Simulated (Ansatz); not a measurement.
Molecular dynamics on a 2×2×2 supercell (24 atoms) of BaF2 (Fm-3m), relaxed with r2SCAN. Forces come from PBE in Ansatz 0.2.0: constant energy and volume (NVE), velocities drawn at 1700 K, steps of 2 fs. Computed, non-magnetic; the trajectory is short and the cell small, so nothing here is a converged average.

```yaml
crystal:
  lattice:
    - [0.0, 6.1943224824, 6.1943224824]
    - [6.1943224824, 0.0, 6.1943224824]
    - [6.1943224824, 6.1943224824, 0.0]
  atoms:
    - { symbol: Ba, position: [0.0, 0.0, 0.0] }
    - { symbol: F, position: [0.125, 0.125, 0.125] }
    - { symbol: F, position: [0.375, 0.375, 0.375] }
    - { symbol: Ba, position: [0.0, 0.0, 0.5] }
    - { symbol: F, position: [0.125, 0.125, 0.625] }
    - { symbol: F, position: [0.375, 0.375, 0.875] }
    - { symbol: Ba, position: [0.0, 0.5, 0.0] }
    - { symbol: F, position: [0.125, 0.625, 0.125] }
    - { symbol: F, position: [0.375, 0.875, 0.375] }
    - { symbol: Ba, position: [0.0, 0.5, 0.5] }
    - { symbol: F, position: [0.125, 0.625, 0.625] }
    - { symbol: F, position: [0.375, 0.875, 0.875] }
    - { symbol: Ba, position: [0.5, 0.0, 0.0] }
    - { symbol: F, position: [0.625, 0.125, 0.125] }
    - { symbol: F, position: [0.875, 0.375, 0.375] }
    - { symbol: Ba, position: [0.5, 0.0, 0.5] }
    - { symbol: F, position: [0.625, 0.125, 0.625] }
    - { symbol: F, position: [0.875, 0.375, 0.875] }
    - { symbol: Ba, position: [0.5, 0.5, 0.0] }
    - { symbol: F, position: [0.625, 0.625, 0.125] }
    - { symbol: F, position: [0.875, 0.875, 0.375] }
    - { symbol: Ba, position: [0.5, 0.5, 0.5] }
    - { symbol: F, position: [0.625, 0.625, 0.625] }
    - { symbol: F, position: [0.875, 0.875, 0.875] }
kpoints:
  mp_grid: { grid: [2, 2, 2] }
hamiltonian:
  xc: pbe
scf:
  occupations: { method: fermi_dirac, width: 0.146 }
md:
  ensemble: nve
  temperature: 1700
  timestep: 2.0
  n_steps: 40
  initial_velocities: maxwell_boltzmann
  seed: 40
```

Command: `ansatz run input.yaml --threads 4 --pin off --max-ram 3686MiB --backend cpu --events-out ev --progress --plain --runs-dir out`.

**Question.** It ran on 4 threads of Arm Neoverse V1 (shared host), load about 1.3 per core. About how long did it take, and how much host memory at the peak?

**Answer.** About 4 min, with a peak of 1.8 GiB.

```csv
step,t (fs),T (K),free energy F from step 0 (meV/atom),kinetic energy (meV/atom),largest force (eV/Å)
0,0,1700,0.0,210.6,0.00
1,2,1691,1.2,209.4,0.16
2,4,1662,4.7,205.9,0.33
3,6,1616,10.4,200.2,0.53
4,8,1551,18.4,192.2,0.74
5,10,1471,28.4,182.2,0.97
6,12,1376,40.2,170.4,1.22
7,14,1269,53.5,157.2,1.48
8,16,1154,67.8,142.9,1.74
9,18,1034,82.7,128.1,1.99
10,20,914,97.5,113.2,2.22
11,22,799,111.8,99.0,2.42
12,24,693,124.9,85.9,2.56
13,26,601,136.4,74.5,2.64
14,28,526,145.7,65.2,2.66
15,30,469,152.7,58.1,2.61
16,32,432,157.3,53.6,2.49
17,34,414,159.6,51.3,2.33
18,36,413,159.7,51.1,2.19
19,38,426,158.0,52.8,2.04
20,40,451,154.9,55.9,2.08
21,42,485,150.7,60.1,2.19
22,44,525,145.7,65.0,2.30
23,46,568,140.4,70.3,2.40
24,48,611,135.0,75.7,2.49
25,50,655,129.6,81.1,2.55
26,52,695,124.6,86.1,2.59
27,54,733,119.9,90.7,2.61
28,56,765,115.9,94.8,2.60
29,58,793,112.4,98.3,2.56
30,60,816,109.6,101.1,2.51
31,62,833,107.4,103.2,2.44
32,64,846,105.9,104.8,2.36
33,66,854,104.9,105.8,2.28
34,68,858,104.4,106.3,2.19
35,70,859,104.3,106.5,2.12
36,72,859,104.3,106.4,2.24
37,74,857,104.5,106.2,2.31
38,76,855,104.8,105.9,2.34
39,78,853,105.1,105.7,2.32
40,80,851,105.4,105.4,2.26
```

The temperature starts at 1700 K, is lowest at step 18 (413 K, 36 fs) and ends at 851 K. The atoms start on their lattice sites with kinetic energy alone, so much of it first passes into potential energy. The conserved energy stays within 0.28 meV an atom. By the last step the atoms have moved 0.26 Å in the root mean square, the drift of the whole cell taken out, 0.47 Å at most.

Positions (Å) and forces (eV/Å) at step 40:
```
Ba  -0.251  -0.086   0.077     1.285   0.899  -0.374
F    1.768   1.765   1.773    -0.270  -0.246  -0.395
F    4.654   4.745   4.666    -0.017  -0.091  -0.203
Ba   3.113   3.026  -0.178    -0.367  -0.107   0.620
F    4.409   4.695   1.620    -0.156   0.094  -0.540
F    7.782   7.503   5.011     0.157   0.158  -0.489
Ba   3.106  -0.185   3.082     0.150   1.717   0.351
F    4.671   1.453   4.722     0.223  -0.055  -0.336
F    7.410   4.838   8.083     1.355   0.938  -0.796
Ba   6.167   3.407   2.830    -0.128  -1.212   1.392
F    7.569   4.717   4.649     0.452  -0.551  -0.082
F   10.800   7.771   7.797     0.418  -0.585   0.156
Ba   0.137   3.204   3.053    -1.031  -1.727   1.032
F    1.641   4.276   4.682    -0.070   0.920   0.277
F    4.512   7.654   7.610     0.265   0.336   0.089
Ba   3.116   6.310   3.227    -0.930  -0.214   0.040
F    4.623   7.756   4.556     0.145   0.347   0.309
F    8.040  10.827   7.798    -1.241  -0.060  -0.708
Ba   3.284   2.973   6.162    -1.004   0.181  -0.291
F    4.527   4.522   7.680     0.633   0.162   0.441
F    7.603   7.821  10.998     0.103  -0.328  -0.053
Ba   6.184   6.096   6.347    -0.338   0.850  -0.502
F    7.644   8.001   7.942     0.392  -0.617  -0.192
F   10.890  11.000  10.804    -0.027  -0.811   0.254
```
